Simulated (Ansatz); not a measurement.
# Where the states of H lie

```yaml
crystal:
  lattice:
    - [3.78200, 0.00000, 0.00000]
    - [-1.89100, 3.27531, 0.00000]
    - [0.00000, 0.00000, 6.16700]
  atoms:
    - { symbol: H, position: [0.33333, 0.66667, 0.12300] }
    - { symbol: H, position: [0.66667, 0.33333, 0.62300] }
    - { symbol: H, position: [0.33333, 0.66667, 0.37700] }
    - { symbol: H, position: [0.66667, 0.33333, 0.87700] }
```

The cell comes from COD entry 9013073, which wasn't checked; take it as a given geometry.

Theory: Ansatz 0.2.0, DFT, PBE, all-electron LAPW, scalar-relativistic.

Settings: a Γ-centred 8×8×5 k mesh, Fermi–Dirac smearing of 0.01 eV, basis error target 0.5 meV/atom, no spin polarisation.

States per eV and cell, averaged over 0.4 eV, from -2.6 to 3.6 eV, with energies (bin centres) from the valence-band top; empty bins are left out. The partial columns, the largest 1 alone, are projections on Löwdin-orthogonalised atomic shells (those that the program's projection atoms carry: the occupied ones and, for some elements, an empty d or f shell; other empty shells have no column), summed over atoms of an element. Weights on diffuse s and p shells depend on that basis and aren't pure angular character.

| E (eV) | total | H 1s |
| --- | --- | --- |
| -2.5 | 0.01 | 0.01 |
| -2.1 | 0.48 | 0.47 |
| -1.7 | 1.04 | 1.03 |
| -1.3 | 1.60 | 1.59 |
| -0.9 | 2.68 | 2.67 |
| -0.5 | 3.24 | 3.23 |
| -0.1 | 0.96 | 0.96 |
| 1.9 | 0.14 | 0.13 |
| 2.3 | 0.42 | 0.42 |
| 2.7 | 0.74 | 0.73 |
| 3.1 | 1.55 | 1.52 |
| 3.5 | 2.15 | 2.08 |
